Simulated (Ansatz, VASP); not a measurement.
# One calculation of Rh, two programs

```
Rh
1.0
     0.00000    1.90155    1.80647
     1.90155    0.00000    1.80647
     1.90155    1.90155    0.00000
Rh
1
Direct
  0.00000 0.00000 0.00000
```

Change from the starting cell: strain +0.000 along x and y, -0.050 along z, atoms carried along.

Alike in both runs: task single point; functional PBE; k mesh 22 × 22 × 22; no spin polarisation.

|  | VASP | Ansatz |
| --- | --- | --- |
| version | VASP 6.6.1 | Ansatz 0.2.0 |
| potentials or method | VASP PAW PBE potentials, release 64 (Rh_pv) | scalar-relativistic, plane waves, PAW |
| plane-wave cutoff (eV) | 520 | 420 |
| occupations | methfessel-paxton of order 1, width 0.02 eV | cold, width 0.02 eV |
| valence electrons in the cell | 15 | 17 |

```tsv
	VASP	Ansatz	Ansatz less VASP
gap on the k mesh at the Fermi level (eV)	none	none	-
pressure (GPa)	22.8	22.8	-0.04
largest component of the traceless stress (GPa)	9.19	9.19	-0.006
```

A gap of «none» marks a metal or a gap that the smearing closes. The two sets of potentials don't hold the same shells in valence.

Caveats: so large a pressure means that the cell lies far from this level's equilibrium, or that cutoff or potentials fall short (VASP).
